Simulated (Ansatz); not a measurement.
Calculation for InSb (rocksalt type): DFT, PBE, all-electron LAPW, scalar-relativistic (Ansatz 0.2.0). This run: rocksalt relaxed under pressure.

The cell comes from a relaxation on PAW files under the same functional, begun from a prototype that needn't be the stable phase.

Command: `ansatz run input.yaml --threads 1 --pin off --max-ram 3584MiB --backend cpu --events-out ev --progress --plain --runs-dir out` It took 40 s on 1 thread of Intel(R) Xeon(R) Platinum 8488C (Sapphire Rapids) (shared host), peak memory 0.63 GiB.

```yaml
crystal:
  lattice:
    - [0.0, 2.6222445087, 2.6222445087]
    - [2.6222445087, 0.0, 2.6222445087]
    - [2.6222445087, 2.6222445087, 0.0]
  atoms:
    - { symbol: In, position: [0.0, 0.0, 0.0] }
    - { symbol: Sb, position: [0.5, 0.5, 0.5] }
kpoints:
  mp_grid: { grid: [13, 13, 13] }
scf:
  occupations: { method: fermi_dirac, width: 0.1 }
hamiltonian:
  xc: pbe
  pseudopotentials: { kind: all_electron, lapw: { basis_error: 0.0005 } }
output:
  forces: true
  stress: true
  eigenvalues: true
relax:
  f_tol: 0.005
  max_steps: 12
  cell: { p_target: 73.0, stress_tol: 0.036 }
```

Output:

```
The last accepted step is kept in <dir> (removed where the run ends without a failure and the disk answers)
LAPW: plane waves up to 9.546 Å⁻¹, error target 5.0e-4 eV per atom; small_component_spin mean_spin; In in spheres of 1.273 Å, 31 of its electrons in bands, Dirac shells []; Sb in spheres of 1.270 Å, 23 of its electrons in bands, Dirac shells [] (how accurate: hamiltonian.pseudopotentials.lapw.basis_error, Limitations)
Engine: ansatz 0.2.0
Pseudopotentials: kind: all_electron
Pseudopotential: In, LAPW, valence charge 31, lapw/all_electron/scalar/gaussian/In, Koelling and Harmon's equation, gaussian nucleus
Pseudopotential: Sb, LAPW, valence charge 23, lapw/all_electron/scalar/gaussian/Sb, Koelling and Harmon's equation, gaussian nucleus
Functional definition: PBE
  parameter kappa = 0.804
  parameter beta = 0.06672455060314922
  exchange = pbe_x(kappa = kappa, mu = beta*pi^2/3)
  correlation = pbe_c(beta = beta)
Crystal: 2 atoms, lattice volume = 36.062 Å³
Basis set: ecut = 347.16545275881873 eV, 531 PW (Γ), exchange–correlation at level 2
Bands: 33, of which v1, the nominal top of the filled ones, is band 27 counted from 1 (26 counted from 0)
Symmetry: 48 space group operations
Space group: Fm-3m (ITA 225), of the structure as read, at distance tolerance 3.3e-5 Å
k-points: 84 of 2197
Non-local potential: In, projectors of the file, none
Non-local potential: Sb, projectors of the file, none
Initial density: superposition of atomic densities (chi_scale 0.1, normalization cell, long waves kept (reshape's long-wave potential 0.00 eV rms))
Initial wavefunctions: plane waves of lowest kinetic energy (no species holds an atomic orbital)
Functional: x = pbe(κ = 0.804, μ = 0.2195149727645171), c = pbe(β = 0.06672455060314922)
iter 1 solved again at ethr=3.52e-4 eV; its pass at ethr=1.00e-1 eV (dr2=1.90e-1 eV) is discarded
SCF iter   1: F=—  HF=-336411.095250 eV  |F-HF|=—  |Δ(HF+E_count)|=         —  Δρ=2.21e-2  dr2=1.91e-1  ethr=3.52e-4  ⟨swp⟩=2.9  Hψ=17263  notcnv=0
preconditioner: auto → Kerker (q_TF=auto, 2.918 Å⁻¹)  [metal: Δε(μ)=0.023 eV  Ē_g=24.543 eV  σ=0.100 eV  W_gap=0.06  n_scr=14 (ndim 8)  ℏωp=32.7 eV  f_vac=0.000  D(μ)=0.89/eV (n_scr^D=8)]
SCF iter   2: F=—  HF=-336410.994702 eV  |F-HF|=—  |Δ(HF+E_count)|=   1.01e-1  Δρ=1.38e-2  dr2=7.89e-2  ethr=3.52e-4  ⟨swp⟩=2.0  Hψ=8083  notcnv=0
SCF iter   3: F=—  HF=-336410.986366 eV  |F-HF|=—  |Δ(HF+E_count)|=   8.34e-3  Δρ=8.90e-3  dr2=3.75e-2  ethr=1.46e-4  ⟨swp⟩=2.0  Hψ=7689  notcnv=0
SCF iter   4: F=—  HF=-336410.981378 eV  |F-HF|=—  |Δ(HF+E_count)|=   4.99e-3  Δρ=2.70e-3  dr2=4.00e-3  ethr=6.95e-5  ⟨swp⟩=2.0  Hψ=7291  notcnv=0
iter 5 solved again at ethr=6.79e-7 eV; its pass at ethr=7.40e-6 eV (dr2=3.67e-4 eV) is discarded
SCF iter   5: F=—  HF=-336410.981421 eV  |F-HF|=—  |Δ(HF+E_count)|=   4.33e-5  Δρ=8.16e-4  dr2=3.67e-4  ethr=6.79e-7  ⟨swp⟩=2.0  Hψ=13360  notcnv=0
SCF iter   6: F=—  HF=-336410.981029 eV  |F-HF|=—  |Δ(HF+E_count)|=   3.92e-4  Δρ=4.69e-4  dr2=5.38e-5  ethr=6.79e-7  ⟨swp⟩=2.0  Hψ=7695  notcnv=0
SCF iter   7: F=—  HF=-336410.981050 eV  |F-HF|=—  |Δ(HF+E_count)|=   2.06e-5  Δρ=1.42e-4  dr2=6.77e-6  ethr=9.97e-8  ⟨swp⟩=2.8  Hψ=7799  notcnv=0
SCF iter   8: F=—  HF=-336410.981050 eV  |F-HF|=—  |Δ(HF+E_count)|=   6.16e-7  Δρ=2.39e-5  dr2=1.98e-7  ethr=1.25e-8  ⟨swp⟩=3.0  Hψ=7983  notcnv=0
SCF iter   9: F=-336410.981050 eV  HF=-336410.981050 eV  |F-HF|=6.17e-9  |Δ(HF+E_count)|=   5.35e-8  Δρ=8.07e-6  dr2=2.43e-8  ethr=3.67e-10  ⟨swp⟩=2.0  Hψ=7695  notcnv=0
SCF 1 converged in 9 iterations: F = -336410.981050 eV  dr2 = 2.43e-8
relax step   1: F+E_penalty+E_count = -336410.98105033 eV  Δ(F+E_penalty+E_count) = +0.000e0 eV  max|allowed force component| = 1.998e-29 eV/Å  Δτ_max = 0.0000 Å  P = +72.992 GPa  Ω = 36.062 Å³  (9 SCF iters, accepted)
Initial density: handed on by an earlier stage of this run
Initial wavefunctions: those handed on with the density
iter 1 solved again at ethr=1.48e-11 eV; its pass at ethr=1.00e-1 eV (dr2=8.00e-9 eV) is discarded
SCF iter   1: F=—  HF=-336410.981050 eV  |F-HF|=—  |Δ(HF+E_count)|=         —  Δρ=5.50e-6  dr2=8.90e-9  ethr=1.48e-11  ⟨swp⟩=6.6  Hψ=15993  notcnv=0
preconditioner: auto → Kerker (q_TF=auto, 2.918 Å⁻¹)  [metal: Δε(μ)=0.060 eV  Ē_g=24.806 eV  σ=0.100 eV  W_gap=0.15  n_scr=14 (ndim 8)  ℏωp=32.7 eV  f_vac=0.008  D(μ)=0.84/eV (n_scr^D=0)]
SCF iter   2: F=-336410.981050 eV  HF=-336410.981050 eV  |F-HF|=1.05e-9  |Δ(HF+E_count)|=   1.25e-8  Δρ=3.60e-6  dr2=3.69e-9  ethr=1.48e-11  ⟨swp⟩=2.0  Hψ=7696  notcnv=0
SCF 2 converged in 2 iterations: F = -336410.981050 eV  dr2 = 3.69e-9
relax step   2: F+E_penalty+E_count = -336410.98105034 eV  Δ(F+E_penalty+E_count) = -6.403e-9 eV  max|allowed force component| = 2.215e-29 eV/Å  Δτ_max = 0.0000 Å  P = +72.992 GPa  Ω = 36.062 Å³  stress off target by 8.02e-3 GPa  SCF on the basis re-selected at this cell (its energy is not comparable with the rows above)  (2 SCF iters)
basis re-selected at this cell: Δ(F+E_penalty+E_count) = -6.403e-9 eV, ΔP = -0.000 GPa vs the last step (what re-selecting the basis moved, after the strain that the cell walked since its last selection, with what the two solves' SCF thresholds leave and, on support functions, any second-order correction that the steps lacked; it is no measure of the basis error at this ecutwfc). This SCF's stress stands 8.02e-3 GPa from its target on what of the cell is left free (relax.cell.stress_tol is 3.60e-2 GPa) and its largest allowed force component is 2.22e-29 eV/Å (relax.f_tol is 5.00e-3 eV/Å): within both
SCF converged after 2 iterations
Free energy (F): -336410.981050 eV
Harris-Foulkes:  -336410.981050 eV  (|F-HF|=1.05e-9)
Internal energy: -336410.954281 eV  (E = F + TS)
E sigma→0 (E₀):  -336410.967666 eV
Entropy (-TS):   -0.026769 eV (-13.384 meV/atom)
Fermi energy:    22.661045 eV
--- Per-component energies (eV) ---
  E_band       = -5127.379741
  E_kinetic    = 353903.506222
  E_xc         = -9006.003325
  E_electrostatic = -681308.457179  (all electrons and nuclei)
  E_smearing   = -0.026769  (= −TS)
  E_closure    = 0.000000  (closes the sum)
  E_atoms      = -336407.490643  (free atoms, spherical and without spin; not in F)
  Σ components = -336410.981050   (vs F -336410.981050, Δ=0.00e0)
  Basis errors (estimates in eV, not in F): energy 1.6e-4 per atom: plane waves 1.5e-4 (8.6e-5 summed), levels above the bands 3.6e-33, relativity 1.8e-8, radial functions 4.0e-6, core shells 2.9e-7; eigenvalues (radial functions only) 3.4e-7; not estimated: angular momenta, meshes, grids; target (lapw.basis_error) 5.0e-4; muffin-tin radii In 1.273 Å, Sb 1.270 Å
--- Forces (eV/Å), atoms counted from 1 ---
  atom   1  In    -0.00000000     0.00000000    -0.00000000
  atom   2  Sb     0.00000000    -0.00000000     0.00000000
  max |Σ_I F_I| component: 3.56e-29 eV/Å
--- Stress (GPa, compression-positive) ---
       72.991976       0.000000       0.000000
        0.000000      72.991976       0.000000
        0.000000       0.000000      72.991976
  P = ⅓ Tr σ = 72.9920 GPa (729.920 kbar)
--- Band table (eV; the first three rows and the last of 84) ---
  k-point 0: bands = ["-406.3846", "-406.3846", "-406.3846", "-406.3822", "-406.3822", "-122.0120", "-93.7767", "-75.0013", "-75.0013", "-75.0013", "-52.2790", "-52.2790", "-52.2790", "-6.9885", "-6.9885", "-6.9169", "-6.9169", "-6.9169", "6.9278", "6.9278", "6.9438", "6.9438", "6.9438", "7.4262", "22.3217", "22.3217", "22.3217", "26.7884", "28.6913", "29.1925", "29.1925", "29.1925", "30.1530"]
  k-point 1: bands = ["-406.3846", "-406.3846", "-406.3846", "-406.3822", "-406.3822", "-122.0120", "-93.7767", "-75.0013", "-75.0013", "-75.0013", "-52.2791", "-52.2790", "-52.2790", "-6.9870", "-6.9870", "-6.9162", "-6.9154", "-6.9154", "6.9143", "6.9143", "6.9400", "6.9494", "6.9494", "7.5290", "21.4850", "22.3391", "22.3391", "27.2220", "28.1101", "29.2170", "29.2170", "29.7271", "29.7764"]
  k-point 2: bands = ["-406.3846", "-406.3846", "-406.3846", "-406.3822", "-406.3822", "-122.0120", "-93.7766", "-75.0014", "-75.0013", "-75.0013", "-52.2794", "-52.2791", "-52.2791", "-6.9832", "-6.9832", "-6.9145", "-6.9111", "-6.9111", "6.8745", "6.8745", "6.9257", "6.9672", "6.9672", "7.8404", "19.7945", "22.3986", "22.3986", "26.8282", "28.4380", "28.4380", "29.0257", "29.2332", "30.0171"]
  k-point 83: bands = ["-406.3846", "-406.3846", "-406.3846", "-406.3822", "-406.3822", "-122.0119", "-93.7766", "-75.0015", "-75.0015", "-75.0014", "-52.2801", "-52.2800", "-52.2798", "-6.9883", "-6.9615", "-6.9051", "-6.8973", "-6.8713", "6.3612", "6.8109", "6.9387", "6.9735", "7.1289", "13.2421", "15.5074", "16.5559", "16.7338", "26.0681", "27.3638", "28.5626", "29.8834", "35.5434", "35.7181"]
--- Relaxed structure (1 steps of the walk, 1 accepted, 1 SCFs on fresh bases) ---
  F+E_penalty+E_count = -336410.98105034 eV   max|allowed force component| = 2.215e-29 eV/Å   (the final SCF, on the basis selected at the relaxed cell)
  cell:  # Å, volume = 36.0620 Å³
    - [0.0, 2.6222445087, 2.6222445087]
    - [2.6222445087, 0.0, 2.6222445087]
    - [2.6222445087, 2.6222445087, 0.0]
  atoms:
    - { symbol: In, position: [0.0, 0.0, 0.0] }
    - { symbol: Sb, position: [0.49999999999999994, 0.49999999999999994, 0.49999999999999994] }
```

Next run (CsCl relaxed under pressure), as changes to the input before:

```diff
   lattice:
-    - [0.0, 2.6222445087, 2.6222445087]
-    - [2.6222445087, 0.0, 2.6222445087]
-    - [2.6222445087, 2.6222445087, 0.0]
+    - [3.2374595647, 0.0, 0.0]
+    - [0.0, 3.2374595647, 0.0]
+    - [0.0, 0.0, 3.2374595647]
   atoms:
```

Results part of the output:

```
basis re-selected at this cell: Δ(F+E_penalty+E_count) = -2.043e-8 eV, ΔP = -0.001 GPa vs the last step (what re-selecting the basis moved, after the strain that the cell walked since its last selection, with what the two solves' SCF thresholds leave and, on support functions, any second-order correction that the steps lacked; it is no measure of the basis error at this ecutwfc). This SCF's stress stands 2.79e-2 GPa from its target on what of the cell is left free (relax.cell.stress_tol is 3.60e-2 GPa) and its largest allowed force component is 6.90e-31 eV/Å (relax.f_tol is 5.00e-3 eV/Å): within both
SCF converged after 2 iterations
Free energy (F): -336410.999380 eV
Harris-Foulkes:  -336410.999380 eV  (|F-HF|=2.79e-9)
Internal energy: -336410.976172 eV  (E = F + TS)
E sigma→0 (E₀):  -336410.987776 eV
Entropy (-TS):   -0.023208 eV (-11.604 meV/atom)
Fermi energy:    24.247531 eV
--- Per-component energies (eV) ---
  E_band       = -986.709644
  E_kinetic    = 353900.632573
  E_xc         = -9006.089761
  E_electrostatic = -681305.518984  (all electrons and nuclei)
  E_smearing   = -0.023208  (= −TS)
  E_closure    = 0.000000  (closes the sum)
  E_atoms      = -336407.490643  (free atoms, spherical and without spin; not in F)
  Σ components = -336410.999380   (vs F -336410.999380, Δ=0.00e0)
  Basis errors (estimates in eV, not in F): energy 1.3e-4 per atom: plane waves 1.2e-4 (6.6e-5 summed), levels above the bands 1.4e-35, relativity 1.4e-8, radial functions 3.7e-6, core shells 3.0e-7; eigenvalues (radial functions only) 1.2e-6; not estimated: angular momenta, meshes, grids; target (lapw.basis_error) 5.0e-4; muffin-tin radii In 1.363 Å, Sb 1.356 Å
--- Forces (eV/Å), atoms counted from 1 ---
  atom   1  In    -0.00000000     0.00000000    -0.00000000
  atom   2  Sb    -0.00000000     0.00000000     0.00000000
  max |Σ_I F_I| component: 5.32e-30 eV/Å
--- Stress (GPa, compression-positive) ---
       72.972070       0.000000      -0.000000
        0.000000      72.972070       0.000000
       -0.000000       0.000000      72.972070
  P = ⅓ Tr σ = 72.9721 GPa (729.721 kbar)
--- Band table (eV; the first three rows and the last of 84) ---
  k-point 0: bands = ["-120.4516", "-91.8206", "-73.4409", "-73.4409", "-73.4409", "-50.3222", "-50.3222", "-50.3222", "-5.4316", "-5.4316", "-5.3249", "-5.3249", "-5.3249", "8.5833", "8.5833", "8.5862", "9.0520", "9.0520", "9.0520", "22.8845", "22.8845", "22.8845", "25.4820", "28.3002", "28.3002", "36.9779", "36.9779"]
  k-point 1: bands = ["-120.4516", "-91.8206", "-73.4409", "-73.4408", "-73.4408", "-50.3226", "-50.3222", "-50.3222", "-5.4311", "-5.4248", "-5.3268", "-5.3268", "-5.3245", "8.5847", "8.5985", "8.6814", "9.0377", "9.0377", "9.0516", "21.8762", "23.0070", "23.0070", "26.0045", "28.3424", "28.9736", "36.4692", "36.5867"]
  k-point 2: bands = ["-120.4516", "-91.8206", "-73.4412", "-73.4408", "-73.4408", "-50.3236", "-50.3221", "-50.3221", "-5.4297", "-5.4061", "-5.3321", "-5.3321", "-5.3234", "8.5886", "8.6405", "8.9661", "8.9985", "8.9985", "9.0505", "20.1294", "23.3689", "23.3689", "26.5196", "28.4684", "30.7689", "35.1056", "35.1056"]
  k-point 83: bands = ["-120.4514", "-91.8198", "-73.4422", "-73.4422", "-73.4422", "-50.3278", "-50.3278", "-50.3278", "-5.3992", "-5.3986", "-5.3986", "-5.2459", "-5.2459", "8.4877", "8.4997", "8.4997", "9.2826", "9.2826", "16.9158", "20.3049", "20.8060", "20.8060", "22.2331", "22.6869", "22.6869", "23.9038", "44.2942"]
--- Relaxed structure (1 steps of the walk, 1 accepted, 1 SCFs on fresh bases) ---
  F+E_penalty+E_count = -336410.99937958 eV   max|allowed force component| = 6.903e-31 eV/Å   (the final SCF, on the basis selected at the relaxed cell)
  cell:  # Å, volume = 33.9323 Å³
    - [3.2374595647, 0.0, 0.0]
    - [0.0, 3.2374595647, 0.0]
    - [0.0, 0.0, 3.2374595647]
  atoms:
    - { symbol: In, position: [0.0, 0.0, 0.0] }
    - { symbol: Sb, position: [0.5, 0.5, 0.5] }
```

Next run (zincblende relaxed under pressure), as changes to the input before:

```diff
   lattice:
-    - [3.2374595647, 0.0, 0.0]
-    - [0.0, 3.2374595647, 0.0]
-    - [0.0, 0.0, 3.2374595647]
+    - [0.0, 2.7665283317, 2.7665283317]
+    - [2.7665283317, 0.0, 2.7665283317]
+    - [2.7665283317, 2.7665283317, 0.0]
   atoms:
-    - { symbol: Sb, position: [0.5, 0.5, 0.5] }
+    - { symbol: Sb, position: [0.25, 0.25, 0.25] }
 kpoints:
```

Command: `ansatz run input.yaml --threads 1 --pin off --max-ram 3584MiB --backend cpu --events-out ev --progress --plain --runs-dir out` It took 78 s on 1 thread of Intel(R) Xeon(R) Platinum 8488C (Sapphire Rapids) (shared host), peak memory 0.65 GiB.

Results part of the output:

```
basis re-selected at this cell: Δ(F+E_penalty+E_count) = -1.915e-8 eV, ΔP = -0.000 GPa vs the last step (what re-selecting the basis moved, after the strain that the cell walked since its last selection, with what the two solves' SCF thresholds leave and, on support functions, any second-order correction that the steps lacked; it is no measure of the basis error at this ecutwfc). This SCF's stress stands 2.31e-2 GPa from its target on what of the cell is left free (relax.cell.stress_tol is 3.60e-2 GPa) and its largest allowed force component is 6.65e-18 eV/Å (relax.f_tol is 5.00e-3 eV/Å): within both
SCF converged after 2 iterations
Free energy (F): -336410.234948 eV
Harris-Foulkes:  -336410.234948 eV  (|F-HF|=3.49e-9)
Internal energy: -336410.232054 eV  (E = F + TS)
E sigma→0 (E₀):  -336410.233501 eV
Entropy (-TS):   -0.002894 eV (-1.447 meV/atom)
Fermi energy:    19.377186 eV
--- Per-component energies (eV) ---
  E_band       = -10266.685006
  E_kinetic    = 353911.648910
  E_xc         = -9006.088010
  E_electrostatic = -681315.792954  (all electrons and nuclei)
  E_smearing   = -0.002894  (= −TS)
  E_closure    = 0.000000  (closes the sum)
  E_atoms      = -336407.490643  (free atoms, spherical and without spin; not in F)
  Σ components = -336410.234948   (vs F -336410.234948, Δ=0.00e0)
[... lines left out ...]
        0.000000      72.976886       0.000000
       -0.000000       0.000000      72.976886
  P = ⅓ Tr σ = 72.9769 GPa (729.769 kbar)
--- Band table (eV; the first three rows and the last of 84) ---
  k-point 0: bands = ["-492.3733", "-492.3733", "-492.3733", "-492.3728", "-492.3728", "-410.4553", "-410.4553", "-410.4553", "-410.4551", "-410.4551", "-125.8870", "-97.8809", "-78.8797", "-78.8797", "-78.8797", "-56.3882", "-56.3882", "-56.3882", "-10.8761", "-10.8761", "-10.8761", "-10.7950", "-10.7950", "2.5942", "2.5942", "2.5942", "2.9258", "2.9258", "4.3815", "19.3918", "19.3918", "19.3918", "21.8894", "21.9448", "21.9448", "21.9448", "25.2604", "27.7369", "27.7369"]
  k-point 1: bands = ["-492.3733", "-492.3733", "-492.3733", "-492.3728", "-492.3728", "-410.4553", "-410.4553", "-410.4553", "-410.4551", "-410.4551", "-125.8870", "-97.8809", "-78.8797", "-78.8797", "-78.8797", "-56.3882", "-56.3882", "-56.3882", "-10.8763", "-10.8759", "-10.8759", "-10.7946", "-10.7946", "2.5731", "2.6004", "2.6004", "2.9243", "2.9243", "4.4884", "18.3022", "19.1667", "19.1667", "21.7815", "22.2049", "22.2049", "22.8225", "25.7410", "27.2186", "27.2186"]
  k-point 2: bands = ["-492.3733", "-492.3733", "-492.3733", "-492.3728", "-492.3728", "-410.4553", "-410.4553", "-410.4553", "-410.4551", "-410.4551", "-125.8870", "-97.8809", "-78.8797", "-78.8797", "-78.8797", "-56.3883", "-56.3882", "-56.3882", "-10.8770", "-10.8754", "-10.8754", "-10.7935", "-10.7935", "2.5199", "2.6171", "2.6171", "2.9209", "2.9209", "4.7993", "16.5041", "18.6933", "18.6933", "21.5036", "22.7203", "22.7203", "24.1147", "26.2371", "26.6917", "26.6917"]
  k-point 83: bands = ["-492.3733", "-492.3733", "-492.3733", "-492.3728", "-492.3728", "-410.4553", "-410.4553", "-410.4553", "-410.4551", "-410.4551", "-125.8870", "-97.8810", "-78.8798", "-78.8798", "-78.8796", "-56.3888", "-56.3884", "-56.3882", "-10.8833", "-10.8740", "-10.8672", "-10.7916", "-10.7810", "2.2694", "2.7450", "2.7632", "2.8894", "2.9005", "8.8222", "11.0153", "13.5817", "14.1781", "22.9704", "23.6083", "24.0656", "25.2847", "30.7553", "31.2733", "32.3665"]
--- Relaxed structure (1 steps of the walk, 1 accepted, 1 SCFs on fresh bases) ---
  F+E_penalty+E_count = -336410.23494801 eV   max|allowed force component| = 6.650e-18 eV/Å   (the final SCF, on the basis selected at the relaxed cell)
  cell:  # Å, volume = 42.3482 Å³
    - [0.0, 2.7665283317, 2.7665283317]
    - [2.7665283317, 0.0, 2.7665283317]
    - [2.7665283317, 2.7665283317, 0.0]
  atoms:
    - { symbol: In, position: [0.0, 0.0, 0.0] }
    - { symbol: Sb, position: [0.25, 0.25, 0.25] }
```

Spin–orbit coupling is left out, which matters for the heavy atoms.
